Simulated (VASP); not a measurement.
Crystal: SiC.

```
CELL_PARAMETERS angstrom
0.00000 2.25261 2.25261
2.25261 0.00000 2.25261
2.25261 2.25261 0.00000
ATOMIC_POSITIONS crystal
C 0.75000 0.75000 0.75000
Si 0.50000 0.50000 0.50000
```

The cell was built by a generator and isn't the measured one.

```yaml
Program: VASP 6.6.1
Task: relaxation of cell and atoms
Functional: PBE
Potentials_or_basis: VASP PAW PBE potentials, release 64 (C, Si)
Cutoff: 600 eV
k_mesh: 9 × 9 × 9
Occupations: gaussian, width 0.02 eV
Spin: no spin polarisation
```

At the start: pressure -15.4 GPa; volume 11.43 Å³/atom.

Task: Where does the relaxation end?

Result: Over 3 steps the energy falls by 48.4 meV/atom and the volume is 10.50 Å³/atom (-8.1 %); space group F-43m (No. 216, to 0.05 Å).

Step by step:
```
step  energy change (eV)  largest force (eV/Å)  pressure (GPa)  volume (Å³)
   1              0.0000                0.0000          -15.35        22.86
   2             -0.0102                0.0000           19.03        19.43
   3             -0.0969                0.0000           -0.20        21.00
```

Final structure:
```
C Si
1.0
     0.00000    2.18979    2.18979
     2.18979    0.00000    2.18979
     2.18979    2.18979    0.00000
C Si
1 1
Direct
  0.75000 0.75000 0.75000
  0.50000 0.50000 0.50000
```
